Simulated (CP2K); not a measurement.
Runs of CP2K 2026.2 on NaCl. The structure is cubic, space group Pm-3m (No. 221). Conventional cell: a = 3.502 Å, b = 3.502 Å, c = 3.502 Å, α = 90.00°, β = 90.00°, γ = 90.00°. Around Cl (site symmetry m-3m) lie 8 Na at 3.03 Å. Around Na (site symmetry m-3m) lie 8 Cl at 3.03 Å. Measurements of this composition are mostly on another form, of space group No. 225.

```tsv
task	level	points a segment of the path (NPOINTS)	bands added on the path	cutoff of the non-local correlation (Ry)	gap on the mesh (eV)	pressure (GPa)
single point	OLYP	-	-	-	4.62	3.0
single point	AM05	-	-	-	3.95	0.2
single point	PBE	-	-	-	3.95	0.4
band structure	LDA	10	6	-	(a)	(c)
band structure	PBEsol	10	6	-	(d)	-0.8
single point	BEEF-vdW	-	-	300	(b)	0.3
band structure	SCAN	10	6	-	4.64	-1.4
```

Alike in all rows: potentials or basis POTENTIAL_UZH Cl GTH-PBE-q7, Na GTH-PBE-q9; TZVP-MOLOPT-PBE-GTH basis; no spin polarisation; cell as given; k mesh 8 × 8 × 8; smearing fermi-dirac 0.05 eV.

**Question.** Estimate the missing entries.

**Answer.** (a) 3.51; (b) 4.10; (c) -2.6; (d) 3.80.

Caveats: the basis of atomic orbitals isn't converged, which shifts pressures, moduli and gaps; the potentials were made for another functional, which shifts forces and pressure (some runs).

A k mesh can miss the band edges.
